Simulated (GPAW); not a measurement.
## Zn: single point with PBE

Crystal: Zn.

```
Zn
1.0
     0.00000    1.96478    1.96478
     1.96478    0.00000    1.96478
     1.96478    1.96478    0.00000
Zn
1
Direct
  0.00000 0.00000 0.00000
```

This isn't the form of Zn at room conditions, which is hcp.

```
Program             : GPAW 26.7.0
Task                : single point
Functional          : PBE
Potentials or basis : GPAW PAW data sets (gpaw-data 1.2.1)
Cutoff              : 600 eV
Basis               : pw
k mesh              : 12 × 12 × 12
Occupations         : fermi-dirac, width 0.05 eV
Spin                : no spin polarisation
Maxiter             : 150
```

| Property | Result |
| --- | --- |
| Pressure | -0.5 GPa |
| Band gap on the k mesh | none (metal or under the smearing width) |

Levels at points of the mesh, in eV from the Fermi level:
| k point | band 3 | band 4 | band 5 | band 6 | band 7 | band 8 | band 9 |
| --- | --- | --- | --- | --- | --- | --- | --- |
| (0.00, 0.00, 0.00) | -7.54 | -7.54 | -7.16 | -7.16 | 18.27 | 18.27 | 18.27 |
| (0.50, 0.50, 0.00) | -6.89 | -6.81 | -6.81 | -0.95 | 1.78 | 8.44 | 8.44 |
| (0.50, 0.50, 0.50) | -7.54 | -6.88 | -6.88 | -2.85 | -1.32 | 15.26 | 15.26 |

Wall time 7.4 s on 1 thread of Arm Neoverse V2, with other jobs on the host, peak memory 0.13 GiB.
